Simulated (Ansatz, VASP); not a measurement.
One calculation of CaO, two programs

```xyz
2
Lattice="0.0000 2.3545 2.3545 2.3545 0.0000 2.3545 2.3545 2.3545 0.0000" Properties=species:S:1:pos:R:3 pbc="T T T"
Ca    0.0000    0.0000    0.0000
O     2.3545    2.3545    2.3545
```

Change from the starting cell: volume scaled by 0.94.

Alike in both runs: task single point; functional PBEsol; k mesh 10 × 10 × 10; occupations fermi-dirac, width 0.05 eV; no spin polarisation.

|  | VASP | Ansatz |
| --- | --- | --- |
| version | VASP 6.6.1 | Ansatz 0.2.0 |
| potentials or method | VASP PAW PBE potentials, release 64 (Ca_sv, O), cutoff 520 eV | all-electron LAPW, scalar-relativistic |

```tsv
	VASP	Ansatz	Ansatz less VASP
gap on the k mesh at the Fermi level (eV)	3.50	3.52	+0.021
least direct gap on the mesh (eV)	3.86	3.88	+0.020
pressure (GPa)	5.3	4.6	-0.71
```

Ansatz ran all-electron here, so the differences hold the error of VASP's frozen core and of both bases.

Caveats: the PAW data sets were made with another functional, which shifts forces and pressure a little (VASP). A k mesh can miss the band edges.
